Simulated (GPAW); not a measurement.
Runs of GPAW 26.7.0 on Te2Mo. The cell holds a slab with vacuum, 6 atoms: a = 6.362 Å, b = 3.480 Å, c = 36.176 Å, α = 90.00°, β = 90.14°, γ = 90.00°. 

```csv
task,level,potentials or basis,U,k mesh,cutoff (eV),smearing,ranks,maxiter,convergence,mesh quality,gap on the mesh (eV),V0 of scaled cells (Å³/atom),B0 (GPa),largest force (eV/Å)
equation of state,LDA,"the program's PAW data sets (release 1.2.1) made for this functional, pw",-,3 × 5 × 1,600,fermi-dirac 0.05 eV,4,150,-,coarse,-,(b),21,-
single point,PBEsol,"PAW data sets generated in the run's folder for this functional, pw",-,4 × 8 × 1,600,fermi-dirac 0.05 eV,-,150,-,not flagged,none,-,-,0.30
single point,LDA,"the program's PAW data sets (release 1.2.1) made for this functional, pw",-,2 × 4 × 1,450,fermi-dirac 0.05 eV,-,120,default,coarse,none,-,-,0.49
equation of state,PBEsol,"PAW data sets generated in the run's folder for this functional, pw",-,4 × 8 × 1,600,fermi-dirac 0.05 eV,4,150,-,not flagged,-,128.82,(a),-
single point,LDA+U,"the program's PAW data sets (release 1.2.1) made for this functional, pw",Mo d U = 5 eV,2 × 4 × 1,450,fermi-dirac 0.05 eV,-,80,-,coarse,0.21,-,-,0.57
single point,LDA+U,"the program's PAW data sets (release 1.2.1) made for this functional, pw",Mo d U = 3.5 eV,2 × 4 × 1,500,fermi-dirac 0.01 eV,-,150,-,coarse,0.38,-,-,(c)
```

Alike in all rows: no spin polarisation; cell as given.

**Question.** Estimate the missing entries.

**Answer.** (a) 20; (b) 126.23; (c) 0.63.

Caveats: some runs use coarse meshes; the cutoff is short for stress and forces, so pressures can be off by a GPa or more (some runs); the cell was scaled at fixed shape and fractional positions, which overstates the stiffness of a crystal with free parameters, most of all of layers and chains (some runs); spin-orbit coupling is left out, which moves the levels of the heavy elements (some runs); the U is typed as a test and isn't derived for this compound (some runs).

A k mesh can miss the band edges, and the runs leave out spin-orbit coupling on Mo, Te.

A gap of «none» marks a metal or a gap under the smearing width.

Not every run made on this cell is shown here.
